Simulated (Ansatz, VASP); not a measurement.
Hg2Te3 in VASP and in Ansatz

```
Hg Te
1.0
     4.76228    0.00000    0.00000
    -2.38114    4.12425    0.00000
     0.00000    0.00000    7.40933
Hg Te
2 3
Direct
  0.33333 0.66667 0.24500
  0.66667 0.33333 0.75500
  0.00000 0.00000 0.00000
  0.33333 0.66667 0.64500
  0.66667 0.33333 0.35500
```

Alike in both runs: task single point; functional PBE; k mesh 6 × 6 × 4; occupations gaussian, width 0.1 eV; no spin polarisation.

```csv
,VASP,Ansatz
version,VASP 6.6.1,Ansatz 0.2.0
potentials or method,"VASP PAW PBE potentials, release 64 (Hg, Te)","scalar-relativistic, plane waves, PAW"
plane-wave cutoff (eV),520,420
valence electrons in the cell,42,88
```

|  | VASP | Ansatz | Ansatz less VASP |
| --- | --- | --- | --- |
| gap on the k mesh at the Fermi level (eV) | none | none | - |
| pressure (GPa) | 5.4 | 5.2 | -0.12 |
| largest component of the traceless stress (GPa) | 1.42 | 1.46 | +0.033 |
| rms of the force components (eV/Å) | 0.394 | 0.389 | -0.0054 |

Atom by atom the forces differ by 0.006 eV/Å (rms over components). A gap of «none» marks a metal or a gap that the smearing closes. With one functional, cell and mesh, what is left measures potentials, basis and numerics. The two sets of potentials don't hold the same shells in valence.

Caveats: forces of over 1 eV/Å show positions far from the minimum, so gaps and moduli don't describe the material at rest. The runs have no spin-orbit coupling, so splittings on Hg, Te are missing.
